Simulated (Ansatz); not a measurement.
# NiGe2: the cost of one run

Program: Ansatz 0.2.0. Level of theory: DFT PBE, scalar-relativistic, plane waves, PAW. These are calculated values, not measurements.

2 further runs of the same task are left out: 1 that didn't finish, 1 set aside as unsound or not needed.

**1. The starting structure**

The structure is cubic, space group Pn-3m (No. 224). The conventional cell has a = 4.721 Å, b = 4.721 Å, c = 4.721 Å, α = 90.00°, β = 90.00°, γ = 90.00°. Ni (site symmetry -43m) has 4 Ge at 2.04 Å as nearest neighbours. Ge (site symmetry -3m) is surrounded by 2 Ni at 2.04 Å.

As a file:

```
Ni Ge
1.0
     4.72060    0.00000    0.00000
     0.00000    4.72060    0.00000
     0.00000    0.00000    4.72060
Ni Ge
2 4
Cartesian
  0.0000 0.0000 0.0000
  2.3603 2.3603 2.3603
  1.1801 1.1801 1.1801
  3.5404 3.5404 1.1801
  3.5404 1.1801 3.5404
  1.1801 3.5404 3.5404
```

Recipe of the guess: random cell by space group and Wyckoff sites (Pn-3m, No. 224). Lengths come from tabulated atomic sizes and are only a guess.

**2. The guess as it stands, on a coarse mesh**

File input.yaml:

```yaml
crystal:
  lattice:
    - [4.72059615, 0.0, 0.0]
    - [0.0, 4.72059615, 0.0]
    - [0.0, 0.0, 4.72059615]
  atoms:
    - { symbol: Ni, position: [0.0, 0.0, 0.0], spin: 2.0 }
    - { symbol: Ni, position: [0.5, 0.5, 0.5], spin: 2.0 }
    - { symbol: Ge, position: [0.25, 0.25, 0.25] }
    - { symbol: Ge, position: [0.75, 0.75, 0.25] }
    - { symbol: Ge, position: [0.75, 0.25, 0.75] }
    - { symbol: Ge, position: [0.25, 0.75, 0.75] }
basis:
  ecutwfc: 420
kpoints:
  mp_grid: { grid: [4, 4, 4] }
hamiltonian:
  xc: pbe
scf:
  occupations: { method: gaussian, width: 0.1 }
  lower_state_search: "off"
output:
  forces: true
  stress: true
  eigenvalues: true
  populations: true
magnetization:
  spin_polarized: true
```

Started as:

```bash
ansatz run input.yaml --threads 1 --pin off --max-ram 2560MiB --backend cpu --events-out ev --progress --plain --runs-dir out
```

Q: Estimate wall time and peak memory on 1 thread of Arm Neoverse V2, shared host.

About 12 s, with a peak of 0.43 GiB.
